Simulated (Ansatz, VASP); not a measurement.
# One calculation of ZrC, two programs

```
CELL_PARAMETERS angstrom
0.00000 2.33456 2.33456
2.33456 0.00000 2.33456
2.33456 2.33456 0.00000
ATOMIC_POSITIONS crystal
Zr 0.50000 0.50000 0.50000
C 0.00000 0.00000 0.00000
```

Alike in both runs: task relaxation of cell and atoms; functional PBEsol; k mesh 16 × 16 × 16; occupations fermi-dirac, width 0.15 eV; no spin polarisation.

```csv
,VASP,Ansatz
version,VASP 6.6.1,Ansatz 0.2.0
potentials or method,"VASP PAW PBE potentials, release 64 (Zr_sv, C)","scalar-relativistic, plane waves, PAW"
plane-wave cutoff (eV),600,420
valence electrons in the cell,16,16
```

Ansatz gave:

| Quantity | Value |
| --- | --- |
| gap on the k mesh at the Fermi level, each at its own relaxed structure (eV) | none |
| relaxed volume (Å³/atom) | 12.72 |
| relaxed cell length with the largest relative difference (Å) | 3.302 |

**Question.** What did VASP give for the same quantities?

**Answer.** gap on the k mesh at the Fermi level, each at its own relaxed structure (eV): none; relaxed volume (Å³/atom): 12.74; relaxed cell length with the largest relative difference (Å): 3.303.

A gap of «none» marks a metal or a gap that the smearing closes.

Caveats: the PAW data sets were made with another functional, which shifts forces and pressure a little (VASP).
